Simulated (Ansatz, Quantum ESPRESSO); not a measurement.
# Evanescent states of BeSe, zinc blende type, lattice constant set to 5.254 Å, part 4 of 4

Aim: how fast states decay in the gap of BeSe, zinc blende type, lattice constant set to 5.254 Å.

Quantum ESPRESSO 7.5; plane-wave DFT, LDA, GBRV ultrasoft pseudopotentials; cross-check by Ansatz 0.2.0 with PAW datasets.

So far. Step 2 (Ground state): The run needed 8 iterations to bring the estimated error under 1e-09 Ry. Step 5 (Complex bands with pwcond.x, with kind = 1): The message: “do_cond (5010): reading inputcond namelist”. The namelist reader stops at a key that the namelist doesn't hold; the line has to be put right or, where the proper key already stands in the input, deleted.

The structure was built from a prototype and need not be the compound's stable phase.

## Step 6: The same in Ansatz (continued)

Level of this step: plane-wave DFT, LDA, Ansatz PAW (Ansatz).

K across = (0, 0) in the cell's reciprocal vectors. Table of Re kz of states that move upwards by energy, zero at the highest filled level of the SCF mesh:

| energy (eV) | channel 1 (Å⁻¹) | channel 2 (Å⁻¹) | channel 3 (Å⁻¹) |
| --- | --- | --- | --- |
| -2.04 | -0.460 | 0.385 | 0.385 |
| -1.87 | -0.431 | 0.461 | 0.461 |
| -1.70 | -0.401 | 0.528 | 0.528 |
| -1.53 | -0.372 | 0.588 | 0.588 |
| -1.36 | -0.551 | -0.551 | -0.343 |
| -1.02 | -0.444 | -0.444 | -0.284 |
| -0.85 | -0.392 | -0.392 | -0.253 |
| -0.68 | -0.340 | -0.340 | -0.221 |
| -0.51 | -0.285 | -0.285 | -0.187 |
| -0.34 | -0.226 | -0.226 | -0.148 |
| -0.17 | -0.155 | -0.155 | -0.102 |
| 0.00 | - | - | - |
| 0.17 | - | - | - |
| 0.34 | - | - | - |
| 0.68 | - | - | - |
| 0.85 | - | - | - |
| 1.02 | - | - | - |
| 1.19 | - | - | - |
| 1.36 | - | - | - |
| 1.53 | - | - | - |
| 1.70 | - | - | - |
| 1.87 | - | - | - |
| 2.04 | - | - | - |
| 2.21 | - | - | - |
| 2.55 | - | - | - |
| 2.72 | 0.169 | - | - |
| 2.89 | 0.269 | - | - |
| 3.06 | 0.346 | - | - |
| 3.23 | 0.416 | - | - |
| 3.40 | 0.482 | - | - |
| 3.57 | 0.547 | - | - |
| 3.74 | -0.583 | 0.0406 | - |
| 3.91 | -0.515 | 0.114 | - |
| 4.25 | -0.352 | 0.133 | 0.224 |
| 4.42 | 0.244 | - | - |
| 4.59 | 0.317 | - | - |
| 4.76 | 0.375 | - | - |
| 4.93 | -0.135 | 0.164 | 0.426 |

K across = (1/2, 0) in the cell's reciprocal vectors; values within 0.0025 1/Å of each other count once, columns are sorted by size at each energy, a dash where no further value was kept. Table of Im kz of the slowest decaying states by energy, zero at the highest filled level of the SCF mesh:

| energy (eV) | decay 1 (Å⁻¹) | decay 2 (Å⁻¹) | decay 3 (Å⁻¹) |
| --- | --- | --- | --- |
| -2.04 | 0.859 | 1.42 | - |
| -1.70 | 0.755 | 1.38 | - |
| -1.36 | 0.595 | 1.35 | - |
| -1.02 | 1.31 | - | - |
| -0.68 | 0.155 | 0.541 | 1.27 |
| -0.34 | 0.215 | 0.644 | 1.24 |
| 0.00 | 0.253 | 0.691 | 1.20 |
| 0.34 | 0.280 | 0.715 | 1.16 |
| 0.68 | 0.298 | 0.726 | 1.11 |
| 1.02 | 0.309 | 0.728 | 1.07 |
| 1.36 | 0.315 | 0.723 | 1.03 |
| 1.53 | 0.316 | 0.719 | 1.01 |
| 1.87 | 0.313 | 0.707 | 0.959 |
| 2.21 | 0.305 | 0.691 | 0.911 |
| 2.55 | 0.291 | 0.671 | 0.860 |
| 2.89 | 0.269 | 0.647 | 0.807 |
| 3.23 | 0.237 | 0.620 | 0.749 |
| 3.57 | 0.189 | 0.588 | 0.687 |
| 3.91 | 0.101 | 0.552 | 0.616 |
| 4.25 | 0.511 | 0.533 | - |
| 4.59 | 0.423 | 0.462 | - |
| 4.93 | 0.151 | 0.404 | - |

K across = (1/2, 1/2) in the cell's reciprocal vectors; values within 0.0025 1/Å of each other count once, columns are sorted by size at each energy, a dash where no further value was kept. Im kz of the slowest decaying states against energy, zero at the highest filled level of the SCF mesh:

| energy (eV) | decay 1 (Å⁻¹) | decay 2 (Å⁻¹) |
| --- | --- | --- |
| -2.04 | 0.241 | 0.248 |
| -1.70 | 0.304 | 0.309 |
| -1.36 | 0.335 | 0.352 |
| -1.02 | 0.351 | 0.382 |
| -0.68 | 0.358 | 0.402 |
| -0.34 | 0.358 | 0.415 |
| 0.00 | 0.352 | 0.423 |
| 0.34 | 0.341 | 0.425 |
| 0.68 | 0.325 | 0.423 |
| 1.02 | 0.304 | 0.416 |
| 1.36 | 0.276 | 0.406 |
| 1.53 | 0.260 | 0.400 |
| 1.87 | 0.219 | 0.384 |
| 2.21 | 0.164 | 0.363 |
| 2.55 | 0.0594 | 0.338 |
| 2.89 | 0.307 | - |
| 3.23 | 0.269 | - |
| 3.57 | 0.220 | - |
| 3.91 | 0.149 | - |
| 4.25 | - | - |
| 4.59 | - | - |
| 4.93 | - | - |

K across = (1/4, 0) in the cell's reciprocal vectors; values within 0.0025 1/Å of each other count once, columns are sorted by size at each energy, a dash where no further value was kept. The Im kz of the slowest decaying states by energy, zero at the highest filled level of the SCF mesh:

| energy (eV) | decay 1 (Å⁻¹) | decay 2 (Å⁻¹) | decay 3 (Å⁻¹) |
| --- | --- | --- | --- |
| -2.04 | 0.0165 | 0.0874 | 1.15 |
| -1.87 | 0.109 | 1.13 | 1.45 |
| -1.70 | 0.118 | 1.11 | 1.43 |
| -1.53 | 0.116 | 1.09 | 1.42 |
| -1.36 | 0.104 | 1.07 | 1.40 |
| -1.02 | 1.03 | 1.37 | - |
| -0.85 | 1.01 | 1.35 | - |
| -0.68 | 0.995 | 1.34 | - |
| -0.51 | 0.0720 | 0.975 | 1.32 |
| -0.34 | 0.140 | 0.955 | 1.30 |
| -0.17 | 0.112 | 0.180 | 0.934 |
| 0.00 | 0.210 | 0.220 | 0.913 |
| 0.17 | 0.233 | 0.284 | 0.892 |
| 0.34 | 0.251 | 0.331 | 0.870 |
| 0.68 | 0.279 | 0.399 | 0.826 |
| 0.85 | 0.289 | 0.424 | 0.803 |
| 1.02 | 0.297 | 0.446 | 0.779 |
| 1.19 | 0.303 | 0.464 | 0.755 |
| 1.36 | 0.307 | 0.480 | 0.730 |
| 1.53 | 0.310 | 0.494 | 0.705 |
| 1.70 | 0.312 | 0.505 | 0.678 |
| 1.87 | 0.311 | 0.514 | 0.650 |
| 2.04 | 0.310 | 0.522 | 0.621 |
| 2.21 | 0.307 | 0.528 | 0.591 |
| 2.55 | 0.296 | 0.523 | 0.536 |
| 2.72 | 0.288 | 0.486 | 0.538 |
| 2.89 | 0.278 | 0.444 | 0.539 |
| 3.06 | 0.266 | 0.397 | 0.537 |
| 3.23 | 0.251 | 0.342 | 0.534 |
| 3.40 | 0.234 | 0.274 | 0.530 |
| 3.57 | 0.178 | 0.212 | 0.523 |
| 3.74 | 0.185 | 0.513 | 0.808 |
| 3.91 | 0.148 | 0.501 | 0.785 |
| 4.25 | 0.466 | 0.744 | 0.951 |
| 4.42 | 0.441 | 0.725 | 0.913 |
| 4.59 | 0.0782 | 0.411 | 0.707 |
| 4.76 | 0.0740 | 0.125 | 0.374 |
| 4.93 | 0.107 | 0.146 | 0.329 |

## Step 7: The arithmetic

T falls as exp(−2κd). With κ = 0.216 1/Å, 10 Å of barrier pass exp(−2 × 0.216 × 10) = 0.013 of that channel, interfaces aside.

## Step 8: What came out

```
gap on the SCF mesh                                                  : 2.59 eV
smallest κ at mid-gap among the four k points, at the zone centre    : 0.216 Å⁻¹
peak of the smallest κ in the stop band at the zone centre           : 0.226 Å⁻¹
peak of the smallest κ in the stop band at (1/2, 0)                  : 0.316 Å⁻¹
peak of the smallest κ in the stop band at (1/4, 0)                  : 0.312 Å⁻¹
energy of the peak at the zone centre, over the highest filled level : 1.87 eV
peak at the zone centre by Ansatz                                    : 0.225 Å⁻¹
```

**Reading.** With a gap of 2.59 eV on the mesh, the smallest κ at mid-gap among the four k points, at the zone centre is 0.216 Å⁻¹ (LDA, GBRV ultrasoft). For a barrier with the Fermi level at mid-gap the slowest state found, at the zone centre, loses a factor of ten in probability every 5.3 Å or so. Stop bands away from the zone centre are mostly wider than the gap, so their peaks can lie above the conduction bottom. At the zone centre pwcond's peak is 0.226 and Ansatz's 0.225 1/Å, 0 % apart. The cell is the a/√2 one, turned by 45°, with two primitive cells, so X along [001] folds onto kz = 0. A semilocal gap is too small, often by a third to a half and by more in narrow-gap crystals, so real barriers decay faster. Spin-orbit coupling is left out; depending on the atoms that carry the levels of interest, it can split and shift them by tens to hundreds of meV.

[Logs are printed without paths, hosts, clocks, repeated set-up lines and the standing remarks that a program may print on its own settings, such as how far it seeks lower states.]

[Hosts, paths, dates, database ids (printed as entryN), source tags and the programs' standing remarks are cut or masked in the printed files.]

[Maps of the electrostatic potential energy from Ansatz leave out the sawtooth potential of an applied field or a dipole correction, so their vacuum need not be flat; planar profiles and work functions include it.]
